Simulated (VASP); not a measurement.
Write the native input for VASP 6.6.1 that does the following.

| Item | Value |
| --- | --- |
| Task | relaxation of cell and atoms |
| Functional | r2SCAN |
| Dispersion | rVV10 |
| Potentials or basis | VASP PAW PBE potentials, release 64 (Y_sv, N) |
| Cutoff | 600 eV |
| k mesh | 12 × 12 × 12 |
| Occupations | gaussian, width 0.1 eV |
| Spin | no spin polarisation |
| Further INCAR settings | ALGO = Normal; EDIFF = 1e-07; IBRION = 2; EDIFFG = -0.005; NSW = 90; ISIF = 3 |

The structure of YN lies in POSCAR:

```
YN
1.0
    0.0000000000      2.4483614500      2.4483614500
    2.4483614500      0.0000000000      2.4483614500
    2.4483614500      2.4483614500      0.0000000000
Y N
1 1
Direct
    0.0000000000      0.0000000000      0.0000000000
    0.5000000000      0.5000000000      0.5000000000
```

The cell comes from a database or a generator and needn't be the stable form of this composition.

These files were run (other wordings do the same):

INCAR

```
PREC = Accurate
ENCUT = 600
EDIFF = 1E-7
ISMEAR = 0
SIGMA = 0.1
LREAL = False
LASPH = True
NELM = 100
ALGO = Normal
ISIF = 3
LWAVE = False
LCHARG = False
METAGGA = R2SCAN
LMIXTAU = True
LUSE_VDW = True
IVDW_NL = 2
BPARAM = 11.95
CPARAM = 0.0093
IBRION = 2
NSW = 90
EDIFFG = -0.005
```

KPOINTS

```
Automatic mesh
0
Gamma
  12 12 12
```

Potentials or basis: VASP PAW PBE potentials, release 64 (Y_sv, N).

Command:

```bash
$ cat potpaw_PBE.64/Y_sv/POTCAR potpaw_PBE.64/N/POTCAR > POTCAR
$ mpirun -np 1 vasp_std > vasp.out
```

Results of the run:

```
Relaxed volume                         : 14.59 Å³/atom
Relaxed cell                           : a = 3.455 Å, b = 3.455 Å, c = 3.455 Å, α = 60.00°, β = 60.00°, γ = 60.00°
Space group after relaxing (to 0.05 Å) : Fm-3m (No. 225)
Energy gained by relaxing              : 0.3 meV/atom
Ionic steps                            : 3
Pressure after relaxing                : 0.0 GPa
Band gap on the k mesh                 : 0.56 eV, indirect (least direct gap 0.97 eV)
```

Caveat: the PAW data sets were made with another functional, which shifts forces and pressure a little.

Run time: 4.7 min on 1 thread of Intel(R) Xeon(R) 6975P-C (Granite Rapids), with other jobs on the host, peak memory 0.32 GiB.
